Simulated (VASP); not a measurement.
A VASP 6.6.1 single-point calculation on AlN

INCAR

```
ISIF = 2
EDIFF = 1E-7
NELM = 120
ALGO = Normal
LREAL = .FALSE.
SIGMA = 0.2
NBANDS = 11
PREC = Accurate
LCHARG = .FALSE.
NSW = 0
LWAVE = .FALSE.
ENCUT = 520
METAGGA = R2SCAN
IBRION = -1
LASPH = .TRUE.
ISMEAR = 2
```

KPOINTS

```
KPOINTS created by Atomic Simulation Environment
0
Monkhorst-Pack
10 10 10
0 0 0
```

POSCAR

```
Al N
 1.0000000000000000
     0.0000000000000000    1.9583023921000000    1.9583023921000000
     1.9583023921000000    0.0000000000000000    1.9583023921000000
     1.9583023921000000    1.9583023921000000    0.0000000000000000
 Al  N
   1   1
Cartesian
  0.0000000000000000  0.0000000000000000  0.0000000000000000
  1.9583023921000000  1.9583023921000000  1.9583023921000000
```

The recommended PBE PAW datasets give the neutral cell 8 valence electrons.

Command

```
mpirun -np 1 vasp_std
```

How does this run end, and what does it give?

It converged. Results: gap between bands v and c on the k mesh 6.05 eV; least direct gap on the k mesh 8.24 eV; pressure 29.3 GPa. Band v is the last that the valence electrons fill when counted band by band, and c is the next.

OSZICAR

```
N       E                     dE             d eps       ncg     rms          rms(c)
DAV:   1     0.479111488634E+01    0.47911E+01   -0.42623E+03  2500   0.648E+02
DAV:   2    -0.217670736949E+02   -0.26558E+02   -0.25470E+02  2991   0.147E+02
DAV:   3    -0.224540551662E+02   -0.68698E+00   -0.68536E+00  2910   0.213E+01
DAV:   4    -0.224569819007E+02   -0.29267E-02   -0.29265E-02  2705   0.149E+00
DAV:   5    -0.224570079623E+02   -0.26062E-04   -0.26062E-04  2882   0.132E-01    0.844E+00
DAV:   6    -0.187246406335E+02    0.37324E+01   -0.51536E+00  2663   0.127E+01    0.393E+00
DAV:   7    -0.187576947032E+02   -0.33054E-01   -0.48893E-01  2792   0.488E+00    0.216E+00
DAV:   8    -0.187764896603E+02   -0.18795E-01   -0.36522E-02  2639   0.146E+00    0.178E-01
DAV:   9    -0.187764483593E+02    0.41301E-04   -0.15715E-03  2957   0.277E-01    0.878E-02
DAV:  10    -0.187766268482E+02   -0.17849E-03   -0.23744E-04  2699   0.126E-01    0.448E-02
DAV:  11    -0.187766093132E+02    0.17535E-04   -0.25714E-05  2859   0.314E-02    0.646E-03
DAV:  12    -0.187766098116E+02   -0.49845E-06   -0.98714E-07  2669   0.919E-03    0.211E-03
DAV:  13    -0.187766103727E+02   -0.56106E-06   -0.17935E-08  1486   0.119E-03    0.669E-04
DAV:  14    -0.187766102645E+02    0.10817E-06   -0.29584E-09  1387   0.449E-04    0.286E-04
DAV:  15    -0.187766102396E+02    0.24981E-07   -0.42756E-10  1366   0.192E-04
   1 F= -.18776610E+02 E0= -.18776646E+02  d E =0.143035E-03
```

These settings aren't sound, so the numbers aren't properties of the crystal. The shifted mesh misses Γ, so a band edge there is missed.

On sound settings r²SCAN gives a gap of 5.81 eV on its mesh and a pressure of 29.3 GPa for the intended cell.
